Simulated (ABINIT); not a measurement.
Crystal: TiB2.

```
CELL_PARAMETERS angstrom
3.02920 0.00000 0.00000
-1.51460 2.62336 0.00000
0.00000 0.00000 3.22840
ATOMIC_POSITIONS crystal
Ti 0.00000 0.00000 0.00000
B 0.66667 0.33333 0.50000
B 0.33333 0.66667 0.50000
```

```yaml
Program: ABINIT 10.8.3 (patched build)
Task: relaxation of cell and atoms
Functional: PBEsol
Potentials_or_basis: JTH PAW PBE v2.0
Cutoff: 490 eV
k_mesh: 10 × 10 × 8
Occupations: fermi-dirac, width 0.05 eV
Spin: no spin polarisation
```

At the start: pressure -4.3 GPa; volume 8.55 Å³/atom.

**Question.** How do energy, volume and symmetry change on relaxing?

**Answer.** Over 5 steps the energy falls by 2.3 meV/atom and the volume is 8.40 Å³/atom (-1.8 %); space group P6/mmm (No. 191, to 0.05 Å).

The path:
| step | energy change (eV) | largest force (eV/Å) | pressure (GPa) | volume (Å³) |
| --- | --- | --- | --- | --- |
| 1 | 0.0000 | 0.0000 | -4.32 | 25.66 |
| 2 | -0.0061 | 0.0000 | -1.00 | 25.32 |
| 3 | -0.0069 | 0.0000 | 0.11 | 25.20 |
| 4 | -0.0070 | 0.0000 | 0.06 | 25.20 |
| 5 | -0.0070 | 0.0000 | 0.00 | 25.20 |

Final structure:
```
Ti B
1.0
     3.01897    0.00000    0.00000
    -1.50949    2.61451    0.00000
     0.00000    0.00000    3.19318
Ti B
1 2
Direct
  0.00000 0.00000 0.00000
  0.66667 0.33333 0.50000
  0.33333 0.66667 0.50000
```

Caveat: the PAW data sets were made with another functional, which shifts forces and pressure a little; the atomic spheres overlap.
